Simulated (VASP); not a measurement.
# CoO (Fm-3m) in VASP: single point with r2SCAN+U

Aim: the single point of CoO with r2SCAN+U.

Everything below comes from runs of VASP 6.6.1. Logs are shortened: lines on timing, memory, paths and dates and some standing lists are left out, and cuts for length are marked.

### 1 Starting point

It takes space group Fm-3m (No. 225, cubic). Conventional cell: a = 4.263 Å, b = 4.263 Å, c = 4.263 Å, α = 90.00°, β = 90.00°, γ = 90.00°. Co (site symmetry m-3m) is surrounded by 6 O at 2.13 Å. O (site symmetry m-3m) has 6 Co at 2.13 Å as nearest neighbours.

### 2 Single point, r2SCAN+U

INCAR reads:

```
PREC = Accurate
ENCUT = 520
EDIFF = 1E-6
ISMEAR = 0
SIGMA = 0.05
LREAL = False
LASPH = True
NELM = 150
ALGO = Normal
ISIF = 2
LWAVE = False
LCHARG = False
LMAXMIX = 4
LDAU = True
LDAUTYPE = 2
LDAUL = 2 -1
LDAUU = 2 0
LDAUJ = 0 0
LDAUPRINT = 1
METAGGA = R2SCAN
LMIXTAU = True
NBANDS = 14
```

KPOINTS reads:

```
regular mesh
0
Gamma
  8 8 8
```

POSCAR reads:

```
CoO
1.0
    0.0000000000      2.1315016600      2.1315016600
    2.1315016600      0.0000000000      2.1315016600
    2.1315016600      2.1315016600      0.0000000000
Co O
1 1
Direct
    0.0000000000      0.0000000000      0.0000000000
    0.5000000000      0.5000000000      0.5000000000
```

Potentials or basis: VASP PAW PBE potentials, release 64 (Co, O).

Command:

```bash
cat potpaw_PBE.64/Co/POTCAR potpaw_PBE.64/O/POTCAR > POTCAR
mpirun -np 1 vasp_std > vasp.out
```

OUTCAR:

```text
PREC = Accurate
   ENCUT = 520
   EDIFF = 1E-6
   ISMEAR = 0
   LREAL = False
   LASPH = True
   NELM = 150
   ISIF = 2
   METAGGA = R2SCAN

 ion  position               nearest neighbor table
   1  0.000  0.000  0.000-   2 2.13   2 2.13   2 2.13   2 2.13   2 2.13   2 2.13
   2  0.500  0.500  0.500-   1 2.13   1 2.13   1 2.13   1 2.13   1 2.13   1 2.13

  LATTYP: Found a face centered cubic cell.
 ALAT       =     4.2630033200

  Lattice vectors:

 A1 = (   0.0000000000,   2.1315016600,   2.1315016600)
 A2 = (   2.1315016600,   0.0000000000,   2.1315016600)
 A3 = (   2.1315016600,   2.1315016600,   0.0000000000)

Analysis of symmetry for initial positions (statically):
=====================================================================
 Subroutine PRICEL returns:
 Original cell was already a primitive cell.

 Routine SETGRP: Setting up the symmetry group for a
 face centered cubic supercell.

 Subroutine GETGRP returns: Found 48 space group operations
 (whereof 48 operations were pure point group operations)
 out of a pool of 48 trial point group operations.

The static configuration has the point symmetry O_h .

Analysis of symmetry for dynamics (positions and initial velocities):
=====================================================================
 Subroutine PRICEL returns:
 Original cell was already a primitive cell.

 Routine SETGRP: Setting up the symmetry group for a
 face centered cubic supercell.

 Subroutine GETGRP returns: Found 48 space group operations
 (whereof 48 operations were pure point group operations)
 out of a pool of 48 trial point group operations.

The dynamic configuration has the point symmetry O_h .

 Subroutine INISYM returns: Found 48 space group operations
 (whereof 48 operations are pure point group operations),
 and found     1 'primitive' translations

----------------------------------------------------------------------------------------

                                     Primitive cell

  volume of cell :      19.3681

  direct lattice vectors                    reciprocal lattice vectors
     0.000000000  2.131501660  2.131501660    -0.234576407  0.234576407  0.234576407
     2.131501660  0.000000000  2.131501660     0.234576407 -0.234576407  0.234576407
     2.131501660  2.131501660  0.000000000     0.234576407  0.234576407 -0.234576407

  length of vectors
     3.014398556  3.014398556  3.014398556     0.406298254  0.406298254  0.406298254

  position of ions in fractional coordinates (direct lattice)
     0.000000000  0.000000000  0.000000000
     0.500000000  0.500000000  0.500000000

  ion indices of the primitive-cell ions
   primitive index   ion index
                 1           1
                 2           2

----------------------------------------------------------------------------------------

 KPOINTS: regular mesh

Automatic generation of k-mesh.
 Grid dimensions read from file:
 generate k-points for:    8    8    8

 Generating k-lattice:

  Cartesian coordinates                     Fractional coordinates (reciprocal lattice)
    -0.029322051  0.029322051  0.029322051     0.125000000  0.000000000  0.000000000
     0.029322051 -0.029322051  0.029322051     0.000000000  0.125000000  0.000000000
     0.029322051  0.029322051 -0.029322051     0.000000000  0.000000000  0.125000000

  Length of vectors
     0.050787282  0.050787282  0.050787282

  Shift w.r.t. Gamma in fractional coordinates (k-lattice)
     0.000000000  0.000000000  0.000000000

 Subroutine IBZKPT returns following result:
 ===========================================

 Found     29 irreducible k-points:

 Following reciprocal coordinates:
            Coordinates               Weight
  0.000000  0.000000  0.000000      1.000000
  0.125000  0.000000  0.000000      8.000000
[... 32 lines left out ...]
   PREC   = accura    normal or accurate (medium, high low for compatibility)
   ISTART =      0    job   : 0-new  1-cont  2-samecut
   ICHARG =      2    charge: 1-file 2-atom 10-const
   ISPIN  =      1    spin polarized calculation?
   LNONCOLLINEAR =      F non collinear calculations
   LSORBIT =      F    spin-orbit coupling
   LASPH  =      T    aspherical Exc in radial PAW
   ENCUT  =  520.0 eV  38.22 Ry    6.18 a.u.   5.60  5.60  5.60*2*pi/ulx,y,z
   NELM   =    150;   NELMIN=  2; NELMDL= -5     # of ELM steps
   EDIFF  = 0.1E-05   stopping-criterion for ELM
   LREAL  =      F    real-space projection
[... 7 lines left out ...]
   TEBEG  =    0.0;   TEEND  =   0.0 temperature during run
   PSTRESS=    0.0 pullay stress
   NELECT =      15.0000    total number of electrons
   NUPDOWN=      -1.0000    fix difference up-down
   EMIN   =  10.00;   EMAX   =-10.00  energy-range for DOS
[... 5 lines left out ...]
     AMIX     =   0.40;   BMIX     =  1.00
     AMIX_MAG =   1.60;   BMIX_MAG =  1.00
  volume/ion in A,a.u.               =       9.68        65.35
  Fermi-wavevector in a.u.,A,eV,Ry     =   1.503406  2.841025 30.752286  2.260229
  Thomas-Fermi vector in A             =   2.614520
   LORBIT       =      0    0 simple, 1 ext, 2 COOP (PROOUT), +10 PAW based schemes
 LDA+U is selected, type is set to LDAUTYPE =  2
   angular momentum for each species LDAUL =     2   -1
   U (eV)           for each species LDAUU =   2.0  0.0
   J (eV)           for each species LDAUJ =   0.0  0.0
   METAGGA = R2SCAN    functional components
   LHFCALC =     F    Hartree Fock is set to
   AEXX    =    0.0000 exact exchange contribution
   IVDW    =     0    specifies the selected vdW correction
   LEPSILON=     F    determine dielectric tensor
   LRPA    =     F    only Hartree local field effects (RPA)
 non-spin polarized calculation
 Gauss-broadening in eV      SIGMA  =   0.05
  energy-cutoff  :      520.00
  volume of cell :       19.37
 maximum number of plane-waves:       544
 NGX is ok and might be reduce to    24
   NGX = 11   NGY = 11   NGZ = 11

atom =   1  type =  1  l = 2

 onsite density matrix

spin component  1

  0.9581  0.0000 -0.0000  0.0000 -0.0000
  0.0000  0.9581  0.0000 -0.0000 -0.0000
 -0.0000  0.0000  0.3942 -0.0000  0.0000
  0.0000 -0.0000 -0.0000  0.9581 -0.0000
 -0.0000 -0.0000  0.0000 -0.0000  0.3942

spin component  2

  0.9581  0.0000 -0.0000  0.0000 -0.0000
  0.0000  0.9581  0.0000 -0.0000 -0.0000
 -0.0000  0.0000  0.3942 -0.0000  0.0000
  0.0000 -0.0000 -0.0000  0.9581 -0.0000
 -0.0000 -0.0000  0.0000 -0.0000  0.3942

 occupancies and eigenvectors

  o =  0.3942  v =  0.0000 -0.0000  0.1134  0.0000 -0.9935  0.0000  0.0000  0.0000  0.0000  0.0000      0.0000  0.0000  0.0000  0.0000  0.0000  0.0000  0.0000  0.0000  0.0000  0.0000
  o =  0.3942  v =  0.0000  0.0000  0.0000  0.0000  0.0000  0.0000 -0.0000  0.1134  0.0000 -0.9935      0.0000  0.0000  0.0000  0.0000  0.0000  0.0000  0.0000  0.0000  0.0000  0.0000
  o =  0.3942  v =  0.0000  0.0000  0.0000  0.0000  0.0000  0.0000  0.0000  0.9935  0.0000  0.1134      0.0000  0.0000  0.0000  0.0000  0.0000  0.0000  0.0000  0.0000  0.0000  0.0000
  o =  0.3942  v =  0.0000  0.0000  0.9935  0.0000  0.1134  0.0000  0.0000  0.0000  0.0000  0.0000      0.0000  0.0000  0.0000  0.0000  0.0000  0.0000  0.0000  0.0000  0.0000  0.0000
  o =  0.9581  v =  0.0000 -0.5848  0.0000  0.8111  0.0000  0.0000  0.0000  0.0000  0.0000  0.0000      0.0000  0.0000  0.0000  0.0000  0.0000  0.0000  0.0000  0.0000  0.0000  0.0000
  o =  0.9581  v =  0.0000  0.0000  0.0000  0.0000  0.0000  0.0000 -0.5848  0.0000  0.8111  0.0000      0.0000  0.0000  0.0000  0.0000  0.0000  0.0000  0.0000  0.0000  0.0000  0.0000
  o =  0.9581  v =  0.0000  0.8111 -0.0000  0.5848 -0.0000  0.0000  0.0000  0.0000  0.0000  0.0000      0.0000  0.0000  0.0000  0.0000  0.0000  0.0000  0.0000  0.0000  0.0000  0.0000
  o =  0.9581  v =  0.0000  0.0000  0.0000  0.0000  0.0000  0.0000  0.8111 -0.0000  0.5848 -0.0000      0.0000  0.0000  0.0000  0.0000  0.0000  0.0000  0.0000  0.0000  0.0000  0.0000
  o =  0.9581  v =  1.0000  0.0000  0.0000  0.0000  0.0000  0.0000  0.0000  0.0000  0.0000  0.0000      0.0000  0.0000  0.0000  0.0000  0.0000  0.0000  0.0000  0.0000  0.0000  0.0000
  o =  0.9581  v =  0.0000  0.0000  0.0000  0.0000  0.0000  1.0000  0.0000  0.0000  0.0000  0.0000      0.0000  0.0000  0.0000  0.0000  0.0000  0.0000  0.0000  0.0000  0.0000  0.0000

 number of electron      15.0000008 magnetization

 Free energy of the ion-electron system (eV)
  ---------------------------------------------------
  ext. energy  EPLUGINS =         0.00000000
  ---------------------------------------------------
  free energy    TOTEN  =       -18.92207003 eV

  energy without entropy =      -18.91707179  energy(sigma->0) =      -18.91957091

 E-fermi :   8.0462     XC(G=0): -13.0757

 val. band max:        8.0211066128   @ k =  -0.2500   0.3750   0.1250
 cond. band min:       8.0530824200   @ k =  -0.2500   0.1250   0.0000
 fundamental gap:      0.0319758072
 Fermi energy:         8.0461965743

 k-point     1 :       0.0000    0.0000    0.0000
  band No.  band energies     occupation
      1     -13.7737      2.00000
      2       4.1760      2.00000
      3       4.1760      2.00000
      4       4.1761      2.00000
      5       4.9144      2.00000
      6       4.9145      2.00000
      7       4.9145      2.00000
      8       7.1189      2.00000
      9       7.1193      2.00000
     10       9.3737      0.00000
     11      25.4151      0.00000
     12      26.2925      0.00000
     13      26.2925      0.00000
     14      26.2927      0.00000
[... 377 lines left out ...]
      1     -12.5731      2.00000
      2       0.0832      2.00000
      3       1.7317      2.00000
      4       2.2498      2.00000
      5       5.7031      2.00000
      6       5.7213      2.00000
      7       6.0847      2.00000
      8       8.5701      0.00000
      9       9.1845      0.00000
     10      15.7244      0.00000
     11      17.4554      0.00000
     12      19.7080      0.00000
     13      22.8310      0.00000
     14      29.5300      0.00000

 [... further k-points ...]

------------------------ aborting loop because EDIFF is reached ----------------------------------------

  FORCE on cell =-STRESS in cart. coord.  units (eV):
  Direction    XX          YY          ZZ          XY          YZ          ZX
  --------------------------------------------------------------------------------------
  -------------------------------------------------------------------------------------
  Total       -3.0750107     -3.0750107     -3.0750107     -0.0000000     -0.0000000      0.0000000
  in kB     -254.3725175   -254.3725175   -254.3725175     -0.0000000     -0.0000000      0.0000000
  external PRESSURE =    -254.3725175 kB  Pullay stress =       0.0000000 kB

 VOLUME and BASIS-vectors are now :
 -----------------------------------------------------------------------------
  energy-cutoff  :      520.00
  volume of cell :       19.37
      direct lattice vectors                 reciprocal lattice vectors
     0.000000000  2.131501660  2.131501660    -0.234576407  0.234576407  0.234576407
     2.131501660  0.000000000  2.131501660     0.234576407 -0.234576407  0.234576407
     2.131501660  2.131501660  0.000000000     0.234576407  0.234576407 -0.234576407

 POSITION                                       TOTAL-FORCE (eV/Angst)
 -----------------------------------------------------------------------------------
      0.00000      0.00000      0.00000         0.000000      0.000000      0.000000
      2.13150      2.13150      2.13150        -0.000000     -0.000000     -0.000000
 -----------------------------------------------------------------------------------
    total drift:                                0.000000     -0.000000     -0.000000

  FREE ENERGIE OF THE ION-ELECTRON SYSTEM (eV)
  ---------------------------------------------------
  free  energy   TOTEN  =       -18.9220700318 eV

  energy  without entropy=      -18.9170717900  energy(sigma->0) =      -18.91957091
```

Run time: 55 s. Hardware: 1 thread of Intel Xeon Platinum 8375C at 2.90GHz (Ice Lake), shared host; peak memory 0.14 GiB.

What came out:

| Item | Value |
| --- | --- |
| Free energy | -18.9221 eV |
| Pressure | -25.4 GPa |
| Band gap on the k mesh | none (metal or under the smearing width) |

Levels at points of the mesh, in eV from the Fermi level:
| k point | band 6 | band 7 | band 8 | band 9 | band 10 | band 11 |
| --- | --- | --- | --- | --- | --- | --- |
| (0.00, 0.00, 0.00) | -3.13 | -3.13 | -0.93 | -0.93 | 1.33 | 17.37 |
| (0.50, 0.00, 0.00) | -2.23 | -1.86 | 1.57 | 1.57 | 5.46 | 9.89 |
| (0.50, 0.50, 0.00) | -2.08 | -2.08 | -0.50 | -0.07 | 6.62 | 10.29 |

Eigenvalues of the final occupation matrices:
```
    site  spin  trace               eigenvalues
site 1 d     1   3.66  0.39 0.39 0.96 0.96 0.96
site 1 d     2   3.66  0.39 0.39 0.96 0.96 0.96
```

Caveat: the PAW data sets were made with another functional, which shifts forces and pressure a little; an odd number of electrons without spin polarisation forces a metal; a magnetic or distorted state may lie lower; the run has no spin polarisation, though such a crystal can be magnetic; U without spin polarisation on a metal has little footing.
